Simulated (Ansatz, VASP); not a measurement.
# One calculation of LiCl, two programs

The input INCAR:

```
  ALGO = Normal
  EDIFF = 1E-7
  ENCUT = 520
  GGA = PE
  ISIF = 2
  ISMEAR = -1
  LASPH = True
  LCHARG = True
  LELF = True
  LREAL = False
  LVHAR = True
  LWAVE = False
  NBANDS = 12
  NELM = 100
  PREC = Accurate
  SIGMA = 0.02
```

KPOINTS

```
k-points
0
Gamma
  8 8 8
```

The input POSCAR:

```
LiCl
1.0
    0.0000000000      2.4203114283      2.6693782126
    2.4203114283      0.0000000000      2.6693782126
    2.4203114283      2.4203114283      0.0000000000
Li Cl
1 1
Direct
    0.0000000000      0.0000000000      0.0000000000
    0.5000000000      0.5000000000      0.5000000000
```

Input for Ansatz:

```yaml
crystal:
  lattice:
    - [0.0, 2.4203114283, 2.6693782126]
    - [2.4203114283, 0.0, 2.6693782126]
    - [2.4203114283, 2.4203114283, 0.0]
  atoms:
    - { symbol: Li, position: [0.0, 0.0, 0.0] }
    - { symbol: Cl, position: [0.5, 0.5, 0.5] }
kpoints:
  mp_grid: { grid: [8, 8, 8] }
  band_path:
    path:
      - [0.0, 0.0, 0.0]
      - [0.5, 0.0, 0.5]
      - [0.625, 0.25, 0.625]
      - [0.375, 0.375, 0.75]
      - [0.5, 0.5, 0.5]
      - [0.5, 0.25, 0.75]
      - [0.0, 0.0, 0.5]
    npoints: 1
hamiltonian:
  xc: pbe
scf:
  occupations: { method: fermi_dirac, width: 0.02 }
  n_extra_bands: 4
output:
  forces: true
  stress: true
  eigenvalues: true
  write_density: true
  write_potential: true
  elf: true
  volumetric_format: npy
```

Change from the starting cell: epitaxial_xy strain -5.3%.

Alike in both runs: task single point; functional PBE; k mesh 8 × 8 × 8; occupations fermi-dirac, width 0.02 eV; no spin polarisation.

|  | VASP | Ansatz |
| --- | --- | --- |
| version | VASP 6.6.1 | Ansatz 0.2.0 |
| potentials or method | VASP PAW PBE potentials, release 64 (Li_sv, Cl) | plane waves, PAW |
| plane-wave cutoff (eV) | 520 | 420 |
| valence electrons in the cell | 10 | 10 |

Ansatz gave:

- gap on the k mesh at the Fermi level (eV): 6.66

Q: Which values does VASP return?

A: gap on the k mesh at the Fermi level (eV): 6.68.

With one functional, cell and mesh, what is left measures potentials, basis and numerics.

 A k mesh can miss the band edges.
